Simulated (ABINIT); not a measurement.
Wanted: the native input for an ABINIT 10.8.3 (patched build) run.

* Task: single point
* Functional: RPBE
* Potentials or basis: JTH PAW PBE v2.0
* Cutoff: 544 eV
* k mesh: 8 × 8 × 1
* Occupations: fermi-dirac, width 0.05 eV
* Spin: no spin polarisation
* Most SCF steps: 120
* Fine-grid cutoff: 1088.46 eV

Slab: ZrS2, a slab with vacuum.

```
S Zr
1.0
     3.63000    0.00000    0.00000
    -1.81500    3.14367    0.00000
     0.00000    0.00000   23.76564
S Zr
4 2
Direct
  0.66667 0.33333 0.31558
  0.33333 0.66667 0.43826
  0.66667 0.33333 0.56174
  0.33333 0.66667 0.68442
  0.00000 0.00000 0.37692
  0.00000 0.00000 0.62308
```

One way to write it, as run:

run.abi

```
# Pseudopotentials
pp_dirpath "./"
pseudos "S.GGA_PBE-JTH.xml, Zr.GGA_PBE-JTH.xml"

# Structure
acell 3*1.0 Angstrom
rprim
     3.6299990405     0.0000000000     0.0000000000
    -1.8149995203     3.1436713849     0.0000000000
     0.0000000000     0.0000000000    23.7656400000
ntypat 2
znucl 16 40
natom 6
typat 1 2 1 1 2 1
xred
     0.6666666667     0.3333333334     0.3155816549
     0.0000000000     0.0000000000     0.3769231546
     0.3333333333     0.6666666666     0.4382646543
     0.6666666667     0.3333333334     0.5617353457
     0.0000000000     0.0000000000     0.6230768454
     0.3333333333     0.6666666666     0.6844183451
chkprim 0
chksymtnons 0
tolsym 1.0e-6

# Plane-wave basis
ecut 20.0
pawecutdg 40.0
pawxcdev 0

# k points
kptopt 1
ngkpt 8 8 1
nshiftk 1
shiftk 0.0 0.0 0.0

# Exchange and correlation
ixc 15

# Bands and occupations
nband 29
occopt 3
tsmear 0.00183747

# SCF cycle
nstep 120
tolvrs 1.0e-9

# Output
iomode 3
prtwf 0
prtden 0
prteig 0
prtebands 0
enunit 1
prtvol 2
```

Potentials or basis: JTH PAW PBE v2.0.

Launch:

```bash
$ mpirun --bind-to none -np 4 abinit run.abi > log 2>&1
```

It gave:

```
Largest force                                         : 0.365 eV/Å
Band gap on the k mesh                                : 1.05 eV, indirect (least direct gap 1.70 eV)
Valence electrons inside the program's atomic spheres : S 3.62; Zr 8.92
```

Caveat: the PAW data sets were made with another functional, which shifts forces and pressure a little.

Wall time 97 s on 4 MPI ranks on Intel(R) Xeon(R) Platinum 8375C CPU @ 2.90GHz (Ice Lake), with other jobs on the host, peak memory 0.88 GiB a rank.
